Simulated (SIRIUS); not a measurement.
Runs of SIRIUS 7.12.0 on Al. It takes space group Fm-3m (No. 225, cubic). The conventional cell has a = 4.050 Å, b = 4.050 Å, c = 4.050 Å, α = 90.00°, β = 90.00°, γ = 90.00°. Al (site symmetry m-3m) is surrounded by 12 Al at 2.86 Å. 

| task | level | cell | libxc names | energy tol | density tol | mixer | mixing beta | gap on the mesh (eV) | pressure (GPa) | relaxed volume (Å³/atom) |
| --- | --- | --- | --- | --- | --- | --- | --- | --- | --- | --- |
| relaxation of cell and atoms | BLYP+D3 | relaxed | ["XC_GGA_X_B88", "XC_GGA_C_LYP"] | 1e-08 Ha | 1e-06 | anderson | 0.7 | none | 0.0 | 16.73 |
| single point | PBE | cell strained at random at fixed volume | ["XC_GGA_X_PBE", "XC_GGA_C_PBE"] | 1e-08 Ha | 1e-06 | anderson | 0.7 | none | -0.5 | - |
| single point | PBE | as given | ["XC_GGA_X_PBE", "XC_GGA_C_PBE"] | 1e-08 Ha | 1e-06 | anderson | 0.7 | none | -0.7 | - |
| relaxation of cell and atoms | BLYP+D4 | relaxed | ["XC_GGA_X_B88", "XC_GGA_C_LYP"] | 1e-08 Ha | 1e-06 | anderson | 0.7 | none | 0.1 | 16.13 |
| relaxation of cell and atoms | BLYP+D3(BJ) | relaxed | ["XC_GGA_X_B88", "XC_GGA_C_LYP"] | 1e-08 Ha | 1e-06 | anderson | 0.7 | none | 0.2 | (b) |
| relaxation of cell and atoms | BLYP | relaxed | ["XC_GGA_X_B88", "XC_GGA_C_LYP"] | 1e-08 Ha | 1e-06 | anderson | 0.7 | none | 0.0 | (a) |

Alike in all rows: potentials or basis PseudoDojo 0.4.1 PBE standard (scalar relativistic); no spin polarisation; k mesh 11 × 11 × 11; cutoff (eV) 557; smearing fermi-dirac 0.05 eV.

Question: Estimate the missing entries.

Answer: (a) 17.69; (b) 15.77.

Caveats: the potentials were made for another functional, which shifts forces and pressure (some runs); pairwise dispersion overbinds metals, which lowers pressure and volume (some runs).

A gap of «none» marks a metal or a gap under the smearing width.

The runs were made with more than one version of the program.
